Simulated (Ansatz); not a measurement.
# CaO: the cost of one run

Method: DFT PBE, scalar-relativistic, plane waves, PAW, in Ansatz 0.2.0.

## 1. The structure to begin with

It takes space group P6_3/mmc (No. 194, hexagonal). Conventional cell: a = 3.992 Å, b = 3.992 Å, c = 4.785 Å, α = 90.00°, β = 90.00°, γ = 120.00°. Ca (site symmetry -6m2) is surrounded by 5 O at 2.30 to 2.39 Å. O (site symmetry -6m2) has 5 Ca at 2.30 to 2.39 Å as nearest neighbours.

As a file:

```cif
data_structure
_symmetry_space_group_name_H-M 'P 1'
_symmetry_Int_Tables_number 1
_cell_length_a 3.9920
_cell_length_b 3.9920
_cell_length_c 4.7848
_cell_angle_alpha 90.000
_cell_angle_beta 90.000
_cell_angle_gamma 120.000
_cell_volume 66.03
loop_
_atom_site_label
_atom_site_type_symbol
_atom_site_fract_x
_atom_site_fract_y
_atom_site_fract_z
_atom_site_occupancy
Ca1 Ca 0.33333 0.66667 0.75000 1
Ca2 Ca 0.66667 0.33333 0.25000 1
O1 O 0.33333 0.66667 0.25000 1
O2 O 0.66667 0.33333 0.75000 1
```

The structure comes from the Materials Project (structure only).

## 2. Self-consistent density

Contents of input.yaml:

```yaml
crystal:
  lattice:
    - [3.9919758245, 0.0, 0.0]
    - [-1.9959879122, 3.4571524753, 0.0]
    - [0.0, 0.0, 4.78484001]
  atoms:
    - { symbol: Ca, position: [0.33333333, 0.66666667, 0.75] }
    - { symbol: Ca, position: [0.66666667, 0.33333333, 0.25] }
    - { symbol: O, position: [0.33333333, 0.66666667, 0.25] }
    - { symbol: O, position: [0.66666667, 0.33333333, 0.75] }
basis:
  ecutwfc: 420
  fft_grid_basis: typed
kpoints:
  mp_grid: { grid: [9, 9, 6] }
hamiltonian:
  xc: pbe
  pseudopotentials: { kind: paw }
scf:
  occupations: { method: gaussian, width: 0.05 }
output:
  forces: true
  stress: true
  eigenvalues: true
  bader: true
  write_density: true
  volumetric_format: npy
  elf: true
```

Started as:

```
ansatz run input.yaml --threads 1 --pin off --max-ram 2560MiB --backend cpu --events-out ev --progress --plain --runs-dir out
```

What time and memory should one allow on 1 thread of Arm Neoverse N1, shared host?

About 30 s, with a peak of 0.33 GiB.
